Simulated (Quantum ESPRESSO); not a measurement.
# GaAs (F-43m) in Quantum ESPRESSO: reference runs

Reference runs on GaAs: the cell as given.

All numbers are computed with Quantum ESPRESSO 7.5; they aren't measurements. Logs are shortened: lines on timing, memory, paths and dates and some standing lists are left out, and cuts for length are marked.

**What was measured.**

“Evidence of valence band perturbations in GaAsN/GaAs(001): A combined variable-angle spectroscopic ellipsometry and modulated photoreflectance investigation”, 2008, arxiv:0805.2212 reports, for a bulk crystal of GaAs at 300 K: band gap 1.418 ± 0.005 eV (direct).

The runs below are set against these values where they give the same quantity.

## 1. The structure

Symmetry: F-43m, No. 216, cubic system. Conventional cell: a = 5.654 Å, b = 5.654 Å, c = 5.654 Å, α = 90.00°, β = 90.00°, γ = 90.00°. As (site symmetry -43m) has 4 Ga at 2.45 Å as nearest neighbours. Ga (site symmetry -43m) is surrounded by 4 As at 2.45 Å.

## 2. Single point, PBEsol

Contents of pw.in:

```
&CONTROL
  calculation = 'scf'
  prefix = 'pwscf'
  outdir = './tmp'
  pseudo_dir = './pseudo'
  tprnfor = .true.
  tstress = .true.
  disk_io = 'low'
/
&SYSTEM
  ibrav = 0
  nat = 2
  ntyp = 2
  ecutwfc = 56
  ecutrho = 448
  nbnd = 19
  occupations = 'smearing'
  smearing = 'fd'
  degauss = 0.00367493
/
&ELECTRONS
  conv_thr = 4d-10
  electron_maxstep = 120
  mixing_beta = 0.5
/
ATOMIC_SPECIES
As    74.9216 as_pbesol_v1.uspp.F.UPF
Ga    69.7230 ga_pbesol_v1.4.uspp.F.UPF
CELL_PARAMETERS angstrom
   0.0000000000    2.8268500000    2.8268500000
   2.8268500000    0.0000000000    2.8268500000
   2.8268500000    2.8268500000    0.0000000000
ATOMIC_POSITIONS crystal
As     0.7500000000    0.7500000000    0.7500000000
Ga     0.0000000000    0.0000000000    0.0000000000
K_POINTS automatic
8 8 8 0 0 0
```

Contents of pp_density.in:

```
&INPUTPP
  prefix = 'pwscf'
  outdir = './tmp'
  filplot = 'density.dat'
  plot_num = 0
/
&PLOT
  nfile = 1
  filepp(1) = 'density.dat'
  iflag = 3
  output_format = 6
  fileout = 'density.cube'
/
```

Contents of pp_potential.in:

```
&INPUTPP
  prefix = 'pwscf'
  outdir = './tmp'
  filplot = 'potential.dat'
  plot_num = 11
/
&PLOT
  nfile = 1
  filepp(1) = 'potential.dat'
  iflag = 3
  output_format = 6
  fileout = 'potential.cube'
/
```

Potentials or basis: GBRV 1.5 PBEsol.

Launch:

```
> OMP_NUM_THREADS=1 mpirun -n 2 pw.x -nk 2 -in pw.in > pw.out
> OMP_NUM_THREADS=1 mpirun -n 1 pp.x -in pp_density.in > pp_density.out
> OMP_NUM_THREADS=1 mpirun -n 1 pp.x -in pp_potential.in > pp_potential.out
```

pw.out:

```text
This program is part of the open-source Quantum ESPRESSO suite
     for quantum simulation of materials; please cite
         "P. Giannozzi et al., J. Phys.:Condens. Matter 21 395502 (2009);
         "P. Giannozzi et al., J. Phys.:Condens. Matter 29 465901 (2017);
         "P. Giannozzi et al., J. Chem. Phys. 152 154105 (2020);
     in publications or presentations arising from this work. More details at

     Message from routine setup:
     using ibrav=0 with symmetry is DISCOURAGED, use correct ibrav instead

     K-points division:     npool     =       2
     Subspace diagonalization in iterative solution of the eigenvalue problem:
     a serial algorithm will be used

     G-vector sticks info
     --------------------
     sticks:   dense  smooth     PW     G-vecs:    dense   smooth      PW
     Sum        1765     871    265                48767    17153    2837

     Using Slab Decomposition

     bravais-lattice index     =            0
     lattice parameter (alat)  =       7.5547  a.u.
     unit-cell volume          =     304.8842 (a.u.)^3
     number of atoms/cell      =            2
     number of atomic types    =            2
     number of electrons       =        24.00
     number of Kohn-Sham states=           19
     kinetic-energy cutoff     =      56.0000  Ry
     charge density cutoff     =     448.0000  Ry
     scf convergence threshold =      4.0E-10
     mixing beta               =       0.5000
     number of iterations used =            8  plain     mixing
     Exchange-correlation= SLA  PW   PSX  PSC
                           (   1   4  10   8   0   0   0)

     celldm(1)=   7.554690  celldm(2)=   0.000000  celldm(3)=   0.000000
     celldm(4)=   0.000000  celldm(5)=   0.000000  celldm(6)=   0.000000

     crystal axes: (cart. coord. in units of alat)
               a(1) = (   0.000000   0.707107   0.707107 )
               a(2) = (   0.707107   0.000000   0.707107 )
               a(3) = (   0.707107   0.707107   0.000000 )

     reciprocal axes: (cart. coord. in units 2 pi/alat)
               b(1) = ( -0.707107  0.707107  0.707107 )
               b(2) = (  0.707107 -0.707107  0.707107 )
               b(3) = (  0.707107  0.707107 -0.707107 )

     PseudoPot. # 1 for As read from file:
     as_pbesol_v1.uspp.F.UPF
     Pseudo is Ultrasoft + core correction, Zval =  5.0
     Generated by new atomic code, or converted to UPF format
     Using radial grid of  875 points,  6 beta functions with:
                l(1) =   0
                l(2) =   0
                l(3) =   1
                l(4) =   1
                l(5) =   2
                l(6) =   2
     Q(r) pseudized with  8 coefficients,  rinner =    1.300   1.300   1.300
                                                       1.300   1.300

     PseudoPot. # 2 for Ga read from file:
     ga_pbesol_v1.4.uspp.F.UPF
     Pseudo is Ultrasoft + core correction, Zval = 19.0
     Generated by new atomic code, or converted to UPF format
     Using radial grid of  871 points,  6 beta functions with:
                l(1) =   0
                l(2) =   0
                l(3) =   1
                l(4) =   1
                l(5) =   2
                l(6) =   2
     Q(r) pseudized with  8 coefficients,  rinner =    1.250   1.250   1.250
                                                       1.250   1.250

     atomic species   valence    mass     pseudopotential
     As                5.00    74.92160     As( 1.00)
     Ga               19.00    69.72300     Ga( 1.00)

     24 Sym. Ops. (no inversion) found

   Cartesian axes

     site n.     atom                  positions (alat units)
         1        As     tau(   1) = (   1.0606602   1.0606602   1.0606602  )
         2        Ga     tau(   2) = (   0.0000000   0.0000000   0.0000000  )

     number of k points=    29  Fermi-Dirac smearing, width (Ry)=  0.0037
                       cart. coord. in units 2pi/alat
        k(    1) = (   0.0000000   0.0000000   0.0000000), wk =   0.0039062
        k(    2) = (   0.0883883   0.0883883  -0.0883883), wk =   0.0312500
        k(    3) = (   0.1767767   0.1767767  -0.1767767), wk =   0.0312500
        k(    4) = (   0.2651650   0.2651650  -0.2651650), wk =   0.0312500
        k(    5) = (  -0.3535534  -0.3535534   0.3535534), wk =   0.0156250
        k(    6) = (   0.1767767   0.0000000   0.0000000), wk =   0.0234375
[... 21 lines left out ...]
        k(   28) = (  -0.7071068   0.1767767  -0.0000000), wk =   0.0468750
        k(   29) = (  -0.7071068   0.3535534   0.0000000), wk =   0.0234375

     Dense  grid:    48767 G-vectors     FFT dimensions: (  54,  54,  54)

     Smooth grid:    17153 G-vectors     FFT dimensions: (  36,  36,  36)

     Initial potential from superposition of free atoms

     starting charge      22.9998, renormalised to      24.0000
     Starting wfcs are   16 randomized atomic wfcs +    3 random wfcs

     Self-consistent Calculation

     iteration #  1     ecut=    56.00 Ry     beta= 0.50
     Davidson diagonalization with overlap
     ethr =  1.00E-02,  avg # of iterations =  7.0

     total energy              =    -451.31954762 Ry
     estimated scf accuracy    <       7.17857873 Ry

     iteration #  2     ecut=    56.00 Ry     beta= 0.50
     Davidson diagonalization with overlap
     ethr =  1.00E-02,  avg # of iterations =  2.4
[... 71 lines left out ...]
     total energy              =    -455.02233917 Ry
     estimated scf accuracy    <          8.0E-10 Ry

     iteration # 13     ecut=    56.00 Ry     beta= 0.50
     Davidson diagonalization with overlap
     ethr =  3.32E-12,  avg # of iterations =  1.9

     End of self-consistent calculation

          k = 0.0000 0.0000 0.0000 (  2109 PWs)   bands (ev):

   -86.9743 -86.9743 -86.9743  -7.5840  -7.5840  -7.5840  -7.5033  -7.5033
    -5.6008   7.1567   7.1567   7.1567   7.6072  10.8559  10.8559  10.8559
    14.5931  17.2907  17.2907

          k = 0.0884 0.0884-0.0884 (  2133 PWs)   bands (ev):

   -86.9743 -86.9743 -86.9743  -7.5982  -7.5804  -7.5804  -7.5034  -7.5034
    -5.4167   5.1674   6.9185   6.9185   8.6999  11.2069  11.2069  11.2969
    15.5579  16.3951  16.3951
[... 13 lines left out ...]
          k =-0.3536-0.3536 0.3536 (  2138 PWs)   bands (ev):

   -86.9744 -86.9744 -86.9744  -7.6666  -7.5642  -7.5642  -7.4991  -7.4991
    -3.8210   0.4763   6.0104   6.0104   8.0838  11.7458  11.7458  14.7650
    17.4495  19.0465  19.0465

          k = 0.1768 0.0000 0.0000 (  2137 PWs)   bands (ev):

   -86.9743 -86.9743 -86.9743  -7.6061  -7.5770  -7.5770  -7.5063  -7.5013
    -5.3555   5.1391   6.4921   6.4921   9.4828  10.1815  11.8240  11.8240
    15.1096  15.9333  17.5482

          k = 0.2652 0.0884-0.0884 (  2148 PWs)   bands (ev):

   -86.9744 -86.9743 -86.9743  -7.6303  -7.5703  -7.5687  -7.5087  -7.4995
    -4.9503   3.4983   5.9729   6.0002   9.6435  10.5306  12.5654  12.6360
    14.9487  17.1552  17.3478
[... 19 lines left out ...]
          k =-0.0884-0.2652 0.2652 (  2149 PWs)   bands (ev):

   -86.9744 -86.9743 -86.9743  -7.6452  -7.5679  -7.5658  -7.5054  -7.5008
    -4.5368   2.2880   5.0262   6.4326   9.4206  11.8419  11.8701  13.2044
    15.4196  16.8049  18.2155

          k = 0.0000-0.1768 0.1768 (  2131 PWs)   bands (ev):

   -86.9744 -86.9743 -86.9743  -7.6180  -7.5763  -7.5728  -7.5055  -7.5018
    -5.1220   3.9920   5.7752   6.8767   9.4117  11.1652  11.3356  12.5118
    15.3688  16.3155  16.8154

          k = 0.3536 0.0000 0.0000 (  2141 PWs)   bands (ev):

   -86.9744 -86.9743 -86.9743  -7.6498  -7.5595  -7.5595  -7.5152  -7.4965
    -4.6666   3.0425   5.4532   5.4532   9.0581  10.3558  13.7472  13.7472
    14.5090  18.3161  18.4867

          k = 0.4419 0.0884-0.0884 (  2145 PWs)   bands (ev):

   -86.9744 -86.9743 -86.9743  -7.6688  -7.5531  -7.5511  -7.5178  -7.4946
    -4.1167   1.8645   4.7160   5.1215   9.1898  10.4099  13.5293  14.3342
    16.5947  19.0236  19.2528
[... 7 lines left out ...]
          k =-0.0884-0.4419 0.4419 (  2167 PWs)   bands (ev):

   -86.9744 -86.9743 -86.9743  -7.6757  -7.5564  -7.5503  -7.5081  -7.5006
    -3.4372   0.7245   3.4665   5.4030   9.4888  12.5480  13.5728  14.4451
    15.6482  16.8696  19.6889

          k = 0.0000-0.3536 0.3536 (  2151 PWs)   bands (ev):

   -86.9744 -86.9743 -86.9743  -7.6632  -7.5604  -7.5582  -7.5050  -7.5029
    -3.9486   1.4844   3.7541   5.9294   9.8313  12.7087  12.7932  12.9127
    15.4972  17.4538  19.7956

          k = 0.5303-0.0000 0.0000 (  2152 PWs)   bands (ev):

   -86.9744 -86.9743 -86.9743  -7.6853  -7.5414  -7.5414  -7.5253  -7.4917
    -3.6987   1.2184   4.7196   4.7196   8.5201   9.3591  15.8793  15.8793
    16.4555  19.5523  20.6740

          k =-0.0884-0.6187 0.6187 (  2162 PWs)   bands (ev):

   -86.9744 -86.9744 -86.9743  -7.6920  -7.5407  -7.5375  -7.5246  -7.4919
    -3.2374   0.5790   4.0132   4.6337   8.7626   9.7428  15.5987  16.1204
    17.8261  19.6613  20.0375

          k = 0.0000-0.5303 0.5303 (  2149 PWs)   bands (ev):

   -86.9744 -86.9744 -86.9743  -7.6869  -7.5479  -7.5407  -7.5175  -7.4961
    -3.1134   0.4948   3.2546   4.8843   9.0243  11.7306  15.0597  15.2014
    15.7406  17.6847  21.3643

          k =-0.7071 0.0000 0.0000 (  2164 PWs)   bands (ev):

   -86.9743 -86.9743 -86.9743  -7.6985  -7.5337  -7.5337  -7.5297  -7.4897
    -3.0776   0.3061   4.4622   4.4622   8.5050   8.7271  17.3175  17.3175
    18.0349  20.4152  20.5365

          k = 0.3536 0.1768 0.0000 (  2155 PWs)   bands (ev):

   -86.9744 -86.9743 -86.9743  -7.6517  -7.5631  -7.5603  -7.5114  -7.4978
    -4.4707   2.4487   4.7319   5.8458  10.1612  10.6110  12.4351  13.4563
    15.5688  18.0410  18.5189

          k =-0.2652-0.4419 0.6187 (  2159 PWs)   bands (ev):

   -86.9744 -86.9743 -86.9743  -7.6686  -7.5594  -7.5534  -7.5101  -7.4981
    -3.8337   1.2351   4.0707   5.4056  10.1932  11.2822  12.6155  14.0302
    16.6218  17.9515  19.3578
[... 13 lines left out ...]
          k =-0.0884-0.4419 0.6187 (  2167 PWs)   bands (ev):

   -86.9744 -86.9743 -86.9743  -7.6840  -7.5518  -7.5412  -7.5154  -7.4973
    -3.1819   0.5940   3.4540   4.4767  10.0791  11.8071  12.9855  14.9528
    16.5549  19.3357  20.0518

          k = 0.0000-0.3536 0.5303 (  2172 PWs)   bands (ev):

   -86.9744 -86.9743 -86.9743  -7.6788  -7.5558  -7.5447  -7.5112  -7.5000
    -3.3237   0.7638   3.3086   4.8218  10.4341  12.3238  12.5309  14.8277
    15.8224  17.5644  21.1759

          k =-0.7071 0.1768-0.0000 (  2166 PWs)   bands (ev):

   -86.9744 -86.9743 -86.9743  -7.6923  -7.5427  -7.5371  -7.5220  -7.4933
    -3.0480   0.3947   3.9856   4.0792   9.6178   9.8473  15.2597  15.4583
    18.1179  19.4485  20.4674

          k =-0.7071 0.3536 0.0000 (  2180 PWs)   bands (ev):

   -86.9744 -86.9743 -86.9743  -7.6854  -7.5525  -7.5385  -7.5145  -7.4988
    -3.0178   0.4951   3.5847   3.7742  11.7545  11.7841  12.5173  13.1085
    18.1858  19.4065  20.4186

     the Fermi energy is     7.4112 ev

!    total energy              =    -455.02233917 Ry
     estimated scf accuracy    <          3.5E-10 Ry
     smearing contrib. (-TS)   =      -0.00000316 Ry
     internal energy E=F+TS    =    -455.02233601 Ry

     The total energy is F=E-TS. E is the sum of the following terms:
     one-electron contribution =    -407.10651056 Ry
     hartree contribution      =     211.30027534 Ry
     xc contribution           =     -79.30833558 Ry
     ewald contribution        =    -179.90776521 Ry

     convergence has been achieved in  13 iterations

     Forces acting on atoms (cartesian axes, Ry/au):

     atom    1 type  1   force =    -0.00000000   -0.00000000    0.00000000
     atom    2 type  2   force =     0.00000000    0.00000000   -0.00000000

     Total force =     0.000000     Total SCF correction =     0.000000

     Computing stress (Cartesian axis) and pressure

          total   stress  (Ry/bohr**3)                   (kbar)     P=        4.69
   0.00003187  -0.00000000   0.00000000            4.69       -0.00        0.00
  -0.00000000   0.00003187  -0.00000000           -0.00        4.69       -0.00
   0.00000000  -0.00000000   0.00003187            0.00       -0.00        4.69

=------------------------------------------------------------------------------=
   JOB DONE.
=------------------------------------------------------------------------------=
```

Run time: 22 s. Hardware: 2 MPI ranks of Arm Neoverse V2, shared host; peak memory 0.3 GiB.

What came out:

```yaml
Free_energy: -6190.8943 eV
Pressure: 0.5 GPa
Band_gap_on_the_k_mesh: 0.45 eV, direct
```

## 3. Comparison with measurements

Step 2. Measured gap of GaAs: 1.418 eV (direct; 300 K; “Evidence of valence band perturbations in GaAsN/GaAs(001): A combined variable-angle spectroscopic ellipsometry and modulated photoreflectance investigation”, 2008, arxiv:0805.2212). This calculation gives 0.45 eV (-0.97 eV). 3 values of this kind are on record (1.412 to 1.51 eV); this one was drawn at random among those near their median, those with a stated uncertainty first. Spin-orbit coupling on As, Ga is left out. The value is that of PBEsol on a finite k mesh, which can miss the band edges, without temperature or zero-point motion. Semilocal functionals fall short of measured gaps as a rule.
